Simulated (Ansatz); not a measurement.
# CdF2 in Ansatz: the effect of target pressure

CdF2:

```xyz
3
Lattice="0.0000 2.6940 2.6940 2.6940 0.0000 2.6940 2.6940 2.6940 0.0000" Properties=species:S:1:pos:R:3 pbc="T T T"
Cd    0.0000    0.0000    0.0000
F     4.0410    4.0410    4.0410
F     1.3470    1.3470    1.3470
```

Alike in all runs:

* Program: Ansatz 0.2.0
* Task: relaxation of cell and atoms
* Functional: PBE
* Potentials or basis: Ansatz PAW
* Cutoff: 420 eV (not typed: the program's choice for these potentials)
* k mesh: 9 × 9 × 9
* Occupations: fermi-dirac, width 0.05 eV
* Spin: no spin polarisation

Each run relaxes the cell or the atoms first.

| target pressure | relaxed volume (Å³/atom) | gap on the mesh (eV) |
| --- | --- | --- |
| 0 GPa | 13.72 | 2.94 |
| 2 GPa | 13.45 | 3.02 |
| 5 GPa | 13.09 | 3.12 |
| 10 GPa | 12.58 | 3.26 |
| 20 GPa | 11.82 | 3.49 |
| 30 GPa | ? | ? |

Q: What does the run with target pressure 30 GPa give?

A: Relaxed volume 11.25 Å³/atom; gap on the mesh 3.67 eV.

Worked out: In Murnaghan's law V^(-B') rises as a straight line in P. The other rows fit best with B' = 4.4, V0 = 13.72 Å³/atom and B0 = 95 GPa, which gives 11.25 Å³/atom at 30 GPa, against the run's 11.25. A parabola through the other rows of the gap on the mesh, of slope 0.00823 eV per GPa there, extrapolates to 3.62 eV, against the run's 3.67.

Caveats: odd divisions of the mesh miss points on the zone boundary, where band edges often lie, so the gap on the mesh can be too wide; the plane-wave basis is chosen anew once the cell has moved, so the energies of steps on either side of that aren't comparable.

A k mesh can miss the band edges.
